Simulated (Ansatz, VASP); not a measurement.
## Yb: VASP beside Ansatz

```
Yb
1.0
     0.00000    2.42438    2.42438
     2.42438    0.00000    2.42438
     2.42438    2.42438    0.00000
Yb
1
Cartesian
  0.0000 0.0000 0.0000
```

Change from the starting cell: volume scaled by 0.8, LAPW.

Alike in both runs: task single point; functional PBE; k mesh 14 × 14 × 14; occupations fermi-dirac, width 0.08 eV; no spin polarisation.

```csv
,VASP,Ansatz
version,VASP 6.6.1,Ansatz 0.2.0
potentials or method,"VASP PAW PBE potentials, release 64 (Yb), cutoff 520 eV","all-electron LAPW, scalar-relativistic"
```

```tsv
	VASP	Ansatz	Ansatz less VASP
pressure (GPa)	6.1	6.2	+0.01
```

Ansatz ran all-electron here, so the differences hold the error of VASP's frozen core and of both bases.

Spin-orbit coupling is left out, which matters for the levels of Yb. Spin polarisation is off, so any magnetic state and its effect on volume and gap are missing.
